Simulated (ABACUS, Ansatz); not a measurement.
# The equilibrium volume of W, sorted by core time

**What was measured.** The equilibrium volume of W (Tungsten) (Im-3m) is reported as 15.86 Å³/atom at 297.95 K (a printed reference work). The runs below try to reproduce it.

It takes space group Im-3m (No. 229, cubic). Conventional cell: a = 3.165 Å, b = 3.165 Å, c = 3.165 Å, α = 90.00°, β = 90.00°, γ = 90.00°. W (site symmetry m-3m) is surrounded by 8 W at 2.74 Å.

| rung | level | program and potentials | cutoff (eV) | k mesh | smearing | task | core time | chip | equilibrium volume (Å³/atom) | miss | notes |
| --- | --- | --- | --- | --- | --- | --- | --- | --- | --- | --- | --- |
| GGA + dispersion | revPBE+D4 | Ansatz, Ansatz PAW | 420 | 12 × 12 × 12 | fermi-dirac 0.05 | relaxation of cell and atoms | 4.9 s | Intel Xeon | 15.78 | -0.5 % | potentials made for PBE, which Ansatz adapts in part |
| GGA + dispersion | PBEsol+D4 | Ansatz, Ansatz PAW | 420 | 12 × 12 × 12 | fermi-dirac 0.05 | relaxation of cell and atoms | 5.3 s | Intel Xeon | 15.50 | -2.3 % | potentials made for PBE, which Ansatz adapts in part |
| GGA | BLYP | Ansatz, Ansatz PAW | 420 | 12 × 12 × 12 | fermi-dirac 0.05 | relaxation of cell and atoms | 6.8 s | Arm Neoverse N1 | 16.68 | +5.2 % | potentials made for PBE, which Ansatz adapts in part |
| GGA | RPBE | Ansatz, Ansatz PAW | 420 | 12 × 12 × 12 | fermi-dirac 0.05 | equation of state | 8 s | Arm Neoverse V1 | 16.35 | +3.1 % | potentials made for PBE, which Ansatz adapts in part |
| meta-GGA + dispersion | r2SCAN+rVV10 | Ansatz, Ansatz PAW | 500 | 12 × 12 × 12 | fermi-dirac 0.05 | equation of state | 22 s | Arm Neoverse V1 | 15.81 | -0.3 % | potentials made for PBE, which Ansatz adapts in part |
| hybrid | HSEsol | Ansatz, Ansatz PAW | 420 | 6 × 6 × 6 | fermi-dirac 0.05 | relaxation of cell and atoms | 57 s | Intel Xeon | 15.42 | -2.8 % | coarse mesh; potentials made for PBE, which Ansatz adapts in part |
| hybrid | HSE03 | Ansatz, Ansatz PAW | 420 | 6 × 6 × 6 | fermi-dirac 0.05 | relaxation of cell and atoms | 60 s | Intel Xeon | 15.71 | -0.9 % | coarse mesh; potentials made for PBE, which Ansatz adapts in part |
| GGA | PBE | ABACUS, PseudoDojo NC SR 0.4.1 PBE standard, plane waves | 1007 | 12 × 12 × 12 | fermi-dirac 0.05 | equation of state | 1.8 min | Intel Xeon Platinum 8375C Ice Lake | 16.15 | +1.8 % | - |
| hybrid | PBE0 | Ansatz, Ansatz PAW | 420 | 8 × 8 × 8 | fermi-dirac 0.05 | equation of state | 2 min | AMD EPYC 7R13 Zen 3 | 15.83 | -0.2 % | potentials made for PBE, which Ansatz adapts in part |

Times are single runs on shared hosts and different chips, so they are rough; meshes, cutoffs and the tasks' sizes weigh on the time. All rows: no spin polarisation. Smearing widths are in eV. For a metal such meshes aren't converged. Meshes differ between rows, which moves values too. Meshes are those of the run's cell of 1 atom unless a note names another. Relaxations start from the cell shown or near it and stop with a little pressure left. Misses use the values as printed. Runs on faulty files, with rough fits or with known faults for this quantity aren't shown. No row holds spin-orbit coupling.

By rung: GGA + dispersion 15.50 to 15.78; GGA 16.15 to 16.68; meta-GGA + dispersion 15.81; hybrid 15.83; hybrid on coarse meshes 15.42 to 15.71 (Å³/atom). Measured: 15.86 Å³/atom at 297.95 K (a printed reference work). Closest, coarse meshes and atomic bases left aside, is PBE0 (-0.2 %), and PBE misses by +1.8 % on plain settings. The runs are for a static lattice, while measurements hold temperature and zero-point motion.
